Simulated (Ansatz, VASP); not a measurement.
One calculation of CdSe, two programs

```xyz
2
Lattice="0.0000 2.6420 2.6420 2.6420 0.0000 2.6420 2.6420 2.6420 0.0000" Properties=species:S:1:pos:R:3 pbc="T T T"
Cd    0.0000    0.0000    0.0000
Se    1.3210    1.3210    1.3210
```

Change from the starting cell: volume scaled by 0.68, crystal datasets.

Alike in both runs: task single point; functional LDA; k mesh 12 × 12 × 12; occupations fermi-dirac, width 0.05 eV; no spin polarisation.

|  | VASP | Ansatz |
| --- | --- | --- |
| version | VASP 6.6.1 | Ansatz 0.2.0 |
| potentials or method | VASP PAW LDA potentials, release 64 (Cd, Se), cutoff 520 eV | all-electron PAW with datasets made for the crystal, scalar-relativistic |

Ansatz gave:

| Property | Result |
| --- | --- |
| pressure (GPa) | 55.1 |

Problem. Estimate VASP's values.

Solution. Pressure (GPa): 57.4.

Ansatz ran all-electron here, so the differences hold the error of VASP's frozen core and of both bases.

Caveats: so large a pressure means that the cell lies far from this level's equilibrium, or that cutoff or potentials fall short (VASP).
